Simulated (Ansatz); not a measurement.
Crystal: BAs.

```
B As
1.0
     2.12755    0.00000    0.00000
     0.00000    3.17406    0.00000
     0.00000    0.00000    4.95098
B As
1 1
Direct
  0.00000 0.50000 0.00000
  0.50000 0.50000 0.50000
```

The cell was built by a generator and needn't be a form met in nature.

| Item | Value |
| --- | --- |
| Program | Ansatz 0.2.0 |
| Task | relaxation of cell and atoms |
| Functional | HSE03 |
| Potentials or basis | Ansatz PAW |
| Cutoff | 420 eV (not typed: the program's choice for these potentials) |
| k mesh | 6 × 4 × 3 |
| Occupations | fermi-dirac, width 0.05 eV |
| Spin | no spin polarisation |

At the start: volume 16.72 Å³/atom.

Task: How do energy, volume and symmetry change on relaxing?

Result: It ends after 32 steps and the volume is 12.57 Å³/atom (-24.8 %); space group P4/mmm (No. 123, to 0.05 Å).

Step by step:
| step | energy change (eV) | largest force (eV/Å) | volume (Å³) |
| --- | --- | --- | --- |
| 1 | 0.0000 | 0.0000 | 33.43 |
| 2 | -0.4845 | 0.0000 | 32.78 |
| 3 | -0.8708 | 0.0000 | 31.91 |
| 4 | -1.1091 | 0.0000 | 30.17 |
| 5 | -1.2735 | 0.0000 | 27.79 |
| 6 | -1.4029 | 0.0000 | 25.62 |
| 7 | -1.5761 | 0.0000 | 24.61 |
| 8 | -1.8173 | 0.0000 | 23.09 |
| 9 | -1.8685 | 0.0000 | 21.89 |
| 10 | -1.9812 | 0.0000 | 23.56 |
| 11 | -2.0344 | 0.0000 | 25.69 |
| 12 | -2.0621 | 0.0000 | 24.69 |
| 13 | -2.0628 | 0.0000 | 24.62 |
| 14 | -2.0631 | 0.0000 | 24.65 |
| 15 | -2.0632 | 0.0000 | 24.64 |
| 16 | -2.0632 | 0.0000 | 24.64 |
| 17 | -2.1359 | 0.0000 | 24.64 |
| 18 | -2.1452 | 0.0000 | 25.01 |
| 19 | -2.1457 | 0.0000 | 25.09 |
| 20 | -2.1482 | 0.0000 | 25.17 |
| 21 | -2.2038 | 0.0000 | 25.50 |
| 22 | -2.3187 | 0.0000 | 25.70 |
| 23 | -2.3448 | 0.0000 | 25.00 |
| 24 | -2.3951 | 0.0000 | 25.30 |
| 25 | -2.3978 | 0.0000 | 25.66 |
| 26 | -2.4075 | 0.0000 | 25.38 |
| 27 | -2.4087 | 0.0000 | 25.16 |
| 28 | -2.4089 | 0.0000 | 25.12 |
| 29 | -2.4089 | 0.0000 | 25.12 |
| 30 | -2.4107 | 0.0000 | 25.12 |
| 31 | -2.4107 | 0.0000 | 25.13 |
| 32 | -2.4107 | 0.0000 | 25.13 |

Final structure:
```
B As
1.0
     3.08602    0.00000    0.00000
     0.00000    2.65103    0.00000
     0.00000    0.00000    3.07224
B As
1 1
Direct
  0.00000 0.50000 0.00000
  0.50000 0.50000 0.50000
```

Caveat: the k mesh is coarse (spacing up to 0.49 Å⁻¹), so the values aren't converged, least of all with exact exchange; the volume moved by over 15 % at a fixed basis, so the end points are rough; the plane-wave basis is chosen anew once the cell has moved, so the energies of steps on either side of that aren't comparable; the PAW data sets come from PBE, with cores solved anew for the run's functional, which leaves a small shift of forces and pressure.
